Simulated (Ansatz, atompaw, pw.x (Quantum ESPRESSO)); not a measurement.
**Which Si potential is closest to all-electron in the sc crystal?**

All use PBE, scalar-relativistic, no spin, cutoffs from each file’s atomic test, pw.x 7.5; 13³ k-points, Fermi–Dirac smearing 0.01 Ry. Δ is the rms difference from all-electron LAPW of the E(V) curves that follow from fits to the pressures, over ±6 % in volume. Mesh and smearing are coarse and serve the comparison alone. The files are a selection: those with a ghost or negative overlap were mostly not run, and those with noisy or unconverged pressures or nearly equal Δ are left out.

All-electron: a0 = 2.536 Å (V0 = 16.31 Å³/atom), B0 = 99.3 GPa.

(1) Rank them by Δ, smallest first.
A. PAW, atompaw 4.2.0.5, PBE; core [Ne], reference 3s2 3p2; waves: 3s (bound): rc 2.25 bohr; 3s channel at -0.4 Ry: rc 2.25 bohr; 3p (bound): rc 2.10 bohr; 3p channel at 3.75 Ry: rc 2.25 bohr; 3d channel at 0.1 Ry: rc 2.25 bohr; 3d channel at 1 Ry: rc 2.25 bohr; local part: troulliermartins scheme with l = 3 at 0 Ry, radius 1.50 bohr; core correction: smooth core density matched at 2.00 bohr; augmentation: besselshape compensation charge, radius 2.20 bohr; PAW radius 2.25 bohr; waves and projectors: custom polynom2 7 10 vanderbiltortho.
B. PAW, atompaw 4.2.0.5, PBE; core [Ne], reference 3s1 3p3; waves: 3s (bound): rc 1.80 bohr; 3s channel at -0.4 Ry: rc 1.80 bohr; 3p (bound): rc 1.80 bohr; 3p channel at 2.8 Ry: rc 1.80 bohr; local part: bessel scheme, radius 1.40 bohr; core correction: smooth core density matched at 1.20 bohr; augmentation: sinc compensation charge, radius 1.60 bohr; PAW radius 1.80 bohr; waves and projectors: custom rrkj vanderbiltortho.
C. PAW, atompaw 4.2.0.5, PBE; core [Ne], reference 3s1.75 3p2.25; waves: 3s (bound): rc 2.35 bohr; 3s channel at 2.5 Ry: rc 2.35 bohr; 3p (bound): rc 2.35 bohr; 3p channel at 0.3 Ry: rc 2.35 bohr; local part: ultrasoft scheme with l = 2 at 0 Ry, radius 1.85 bohr; core correction: smooth core density matched at 2.20 bohr; augmentation: sinc compensation charge, radius 1.95 bohr; PAW radius 2.35 bohr; waves and projectors: custom polynom vanderbiltortho.

## Answers

(1) A (0.6 meV/atom), C (1.9 meV/atom), B (13.3 meV/atom).
